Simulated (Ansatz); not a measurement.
Ti started on an O site next to O started in the widest void in rutile TiO2, 73 atoms, charge 0

All numbers come from Ansatz (PAW, plane waves, no spin–orbit coupling) at the single k point (¼, ¼, ¼) without its symmetry partners. The atoms were relaxed with PBEsol in a fixed cell; other functionals are single points on those atoms unless said otherwise. The valence top and gap of the host come from its small cell on a dense mesh, with the band extrema sought between the mesh points, lined up by the mean potential, PBEsol gap 1.87 eV, r²SCAN gap 2.24 eV.

Cell: a = 9.183 Å, b = 9.183 Å, c = 8.817 Å, α = 90.00°, β = 90.00°, γ = 90.00°.

Nearest atoms after relaxation, from the placed atom (for vacancies from the middle of the vacant sites): O at 1.92 Å, O at 1.92 Å, O at 2.01 Å, O at 2.01 Å, O at 2.02 Å, O at 2.02 Å, Ti at 2.56 Å, Ti at 2.56 Å.

Chemical potentials μ are those of reference phases of the elements at zero temperature by the same functional (the usual solids, diamond for C, grey Sn, and the molecules H2, N2, O2, F2, Cl2, Br2 and S8).

```csv
functional,E(defect) − E(host) − Σ nμ + q·E_VBM (eV),monopole (eV),alignment (eV),formation energy at E_F = VBM (eV),moment (μB),"wall time, shared host"
PBEsol,-1.67,0.00,0.00,-1.67,0.0,67 s on NVIDIA GB300 (relaxation)
```

Estimate the formation energy and moment that r²SCAN gives on these atoms.

-1.23 eV at E_F = VBM, moment 2.0 μB.

r²SCAN one-electron levels near the gap (the ten most localised at most), from the host's valence top:

```tsv
level (eV)	spin	filling	atoms sharing it	element of the atom with most weight
-0.17	down	1.00	42.6	spread
-0.14	up	1.00	42.8	spread
2.16	up	1.00	13.2	Ti
2.19	down	1.00	10.9	Ti
2.49	up	1.00	31.4	spread
```

The charge sits partly or wholly in a band of the host, at the cell's one k point and not at the band edge, so the formation energy is too high and the charge correction doesn't apply as it stands.

All elements are taken at their own reference at once; growth conditions in equilibrium with the host shift these energies, by up to the host's formation enthalpy.

One k point and a cell of this size can leave errors of several tenths of an eV in such numbers.

The placed Ti has probably left the antisite: its nearest neighbours are O at ordinary Ti–O bond lengths, as expected for a cation that avoids the cation-rich surroundings of an anion site. Since the added O offsets the removed one, the net change is one extra Ti, and the relaxed structure suggests a self-interstitial rather than a bound antisite pair. The negative formation energies, -1.67 eV in PBEsol and -1.23 eV in r²SCAN, are then plausible against metallic Ti, which reduces rutile to suboxides; they do not imply spontaneous defect formation in stoichiometric TiO2.

Excess Ti donates electrons to Ti 3d states, and the occupied spread level at 2.49 eV fits this donor character. Reduced rutile is known for localised Ti3+ states deeper in the gap, which are missing here, probably because semilocal functionals favour delocalised 3d electrons and the PBEsol geometry lacks the polaronic distortion. The r²SCAN moment of 2.0 μB, absent in PBEsol, therefore does not settle the spin ground state.
